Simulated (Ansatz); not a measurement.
Ge: equation of state with PBEsol

**Experimental background.**

From “Sub-monolayer structures of Ag overlayers on Ge(111): experimental observations and first-principles study”, 2019, arxiv:1908.00180, for a bulk crystal of Ge: bulk modulus 75.8 GPa.

Crystal: Ge.

```
Ge
1.0
     0.00000    2.82891    2.82891
     2.82891    0.00000    2.82891
     2.82891    2.82891    0.00000
Ge
2
Direct
  0.75000 0.75000 0.75000
  0.50000 0.50000 0.50000
```

```yaml
Program: Ansatz 0.2.0
Task: equation of state
Functional: PBEsol
Potentials_or_basis: all-electron LAPW, scalar-relativistic
Basis_error_allowed: 0.001 eV/atom
k_mesh: 8 × 8 × 8
Occupations: fermi-dirac, width 0.05 eV
Spin: no spin polarisation
```

```yaml
Equilibrium_volume: 22.85 Å³/atom
Bulk_modulus: 66 GPa
Pressure_derivative_of_the_bulk_modulus: "4.8 (rough: it moves with the points fitted)"
```

Energy against volume, from the lowest point:
```
volume (Å³/atom)  energy (meV/atom)
          21.281              25.17
          21.733              11.98
          22.186               3.80
          22.639               0.00
          23.092               0.05
          23.545               3.61
          23.997              10.34
```

All runs of the series together: 2.3 min on 1 thread of Intel(R) Xeon(R) Processor @ 2.50GHz (Skylake/Cascade Lake), with other jobs on the host.

Against the measured bulk modulus of Ge, 75.8 GPa (quoted in “Sub-monolayer structures of Ag overlayers on Ge(111): experimental observations and first-principles study”, 2019, arxiv:1908.00180), the calculated 66 GPa is off by -12.7 %. The fit is for a static lattice scaled at fixed shape and fixed fractional positions. The cell as given is a measured one (22.64 Å³/atom); PBEsol puts the equilibrium volume +0.9 % from it, thermal expansion not counted.
